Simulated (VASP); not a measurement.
Here is a VASP 6.6.1 calculation.

INCAR

```
  PREC = Accurate
  ENCUT = 520
  EDIFF = 1E-6
  ISMEAR = 1
  SIGMA = 0.1
  LREAL = False
  LASPH = True
  NELM = 100
  ALGO = Normal
  ISIF = 2
  LWAVE = False
  LCHARG = True
  LDIPOL = True
  IDIPOL = 3
  DIPOL = 0.5 0.5 0.412
  GGA = PS
  IVDW = 12
  LELF = True
  LVHAR = True
  LVACPOTAV = True
  NBANDS = 15
```

The input KPOINTS:

```
regular mesh
0
Gamma
  12 12 1
```

Contents of POSCAR:

```
Mg
1.0
    3.1167683036      0.0000000000      0.0000000000
   -1.5583841518      2.6992005287      0.0000000000
    0.0000000000      0.0000000000     32.6746108022
Mg
6
Direct
    0.3333333333      0.6666666667      0.2142336153
    0.6666666667      0.3333333333      0.2946170193
    0.3333333333      0.6666666667      0.3728112198
    0.6666666667      0.3333333333      0.4510597611
    0.3333333333      0.6666666667      0.5292515538
    0.6666666667      0.3333333333      0.6081863796
```

Potentials or basis: VASP PAW PBE potentials, release 64 (Mg).

Launch:

```sh
$ cat potpaw_PBE.64/Mg/POTCAR > POTCAR
$ mpirun -np 1 vasp_std > vasp.out
```

Problem. What does it give for the largest force?

Solution. 0.079 eV/Å.

Problem. Predict the work function of the lower face.

Solution. 3.75 eV.

Problem. What does it give for the work function of the upper face?

Solution. 3.76 eV.

Problem. What does it give for the band gap on the k mesh?

Solution. None (metal or under the smearing width).

Forces in eV/Å, atoms in the order of the input:
```
Mg   0.000  0.000  0.035
Mg   0.000  0.000  0.014
Mg   0.000  0.000  0.004
Mg   0.000  0.000 -0.001
Mg   0.000  0.000 -0.079
Mg   0.000  0.000  0.029
```

Caveat: the PAW data sets were made with another functional, which shifts forces and pressure a little.
